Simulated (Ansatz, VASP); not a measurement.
**One calculation of HfO2, two programs**

INCAR

```
PREC = Accurate ; ENCUT = 520
EDIFF = 1E-7 ; ISMEAR = 0
SIGMA = 0.05 ; LREAL = False
LASPH = True ; NELM = 100
ALGO = Normal ; ISIF = 2
LWAVE = False ; LCHARG = True
GGA = PE ; LELF = True
LVHAR = True ; NBANDS = 31
```

The input KPOINTS:

```
regular mesh
0
Gamma
  6 6 4
```

Contents of POSCAR:

```
HfO2
1.0
    0.0000000000     -2.5488057608     -2.5488057608
    0.0000000000      2.5488057608     -2.5488057608
    5.0976115216      0.0000000000      0.0000000000
Hf O
2 4
Direct
    0.0000000000      0.0000000000      0.0000000000
    0.5000000000      0.5000000000      0.5000000000
    0.0000000000      0.5000000000      0.7500000000
    0.5000000000      0.0000000000      0.2500000000
    0.0000000000      0.5000000000      0.2500000000
    0.5000000000      0.0000000000      0.7500000000
```

Input for Ansatz:

```yaml
crystal:
  lattice:
    - [0.0, -2.5488057608, -2.5488057608]
    - [0.0, 2.5488057608, -2.5488057608]
    - [5.0976115216, 0.0, 0.0]
  atoms:
    - { symbol: Hf, position: [0.0, 0.0, 0.0] }
    - { symbol: Hf, position: [0.5, 0.5, 0.5] }
    - { symbol: O, position: [0.0, 0.5, 0.75] }
    - { symbol: O, position: [0.5, 0.0, 0.25] }
    - { symbol: O, position: [0.0, 0.5, 0.25] }
    - { symbol: O, position: [0.5, 0.0, 0.75] }
basis:
  ecutwfc: 420
kpoints:
  mp_grid: { grid: [6, 6, 4] }
hamiltonian:
  xc: pbe
scf:
  occupations: { method: gaussian, width: 0.05 }
output:
  forces: true
  stress: true
  eigenvalues: true
```

Alike in both runs: task single point; functional PBE; k mesh 6 × 6 × 4; occupations gaussian, width 0.05 eV; no spin polarisation.

```csv
,VASP,Ansatz
version,VASP 6.6.1,Ansatz 0.2.0
potentials or method,"VASP PAW PBE potentials, release 64 (Hf_pv, O)","scalar-relativistic, plane waves, PAW"
plane-wave cutoff (eV),520,420
valence electrons in the cell,44,76
```

```csv
,VASP,Ansatz,Ansatz less VASP
gap on the k mesh at the Fermi level (eV),3.76,3.75,-0.011
least direct gap on the mesh (eV),3.76,3.75,-0.011
pressure (GPa),-3.6,0.0,+3.63
```

The functional is the same, so the differences come from potentials, cutoffs and numerics. The two sets of potentials don't hold the same shells in valence.

Caveats: spin-orbit coupling is left out, which moves the levels of the heavy elements. A k mesh can miss the band edges.
